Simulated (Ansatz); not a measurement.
## NbAs: changing the pressure

The cell as given:

```yaml
crystal:
  lattice:
    - [-1.72585, 1.72585, 5.84000]
    - [1.72585, -1.72585, 5.84000]
    - [1.72585, 1.72585, -5.84000]
  atoms:
    - { symbol: Nb, position: [0.50000, 0.00000, 0.50000] }
    - { symbol: Nb, position: [0.75000, 0.75000, 0.00000] }
    - { symbol: As, position: [0.91600, 0.41600, 0.50000] }
    - { symbol: As, position: [0.16600, 0.16600, 0.00000] }
```

Kept alike: task relaxation of cell and atoms; functional PBEsol; k mesh 11 × 11 × 11; occupations fermi-dirac, width 0.05 eV; no spin polarisation. Program: Ansatz, all-electron LAPW, scalar-relativistic. The mesh is that of the run's cell of 4 atoms. No spin-orbit coupling.

```csv
"pressure, P (GPa)",volume (Å³/atom)
0,17.146
5,16.689
10,16.289
20,15.610
30,15.051
```

The relaxations keep at least the cell's symmetry (I4_1md). The runs follow the start's structure, whether or not it is the stable one at these pressures. P is the pressure aimed at, which the runs meet within some hundredths to tenths of a GPa.

The volume falls from 17.146 to 15.051 Å³/atom between 0 and 30 GPa. The volume falls ever more slowly, since the solid stiffens under load. At the pressures aimed at, which the runs meet within some tenths of a GPa, the step from 0 to 5 GPa gives a mean bulk modulus near 185 GPa, the last step 274 GPa.

NbAs behaves as a stiff, covalently bonded semimetal under compression. Each Nb atom sits in a trigonal prism of As, and the mixing of Nb 4d with As 4p states gives strong, directional bonds that resist shortening. As the atoms are pushed together, the Pauli repulsion between overlapping shells rises faster than the bonding energy gained, so each further GPa removes less volume. This holds for every step in the table, and the mean bulk modulus accordingly climbs to 274 GPa in the last one. The value near 185 GPa is an average over the first step, so the modulus at zero pressure is probably somewhat lower. The smooth curve gives no sign of an isostructural volume collapse, as might accompany an abrupt change in the electronic structure. Volumes alone don't show how the compression is shared between the a and c axes or how the Nb–As bond lengths change, both of which bear on how the band crossings near the Fermi level would shift.
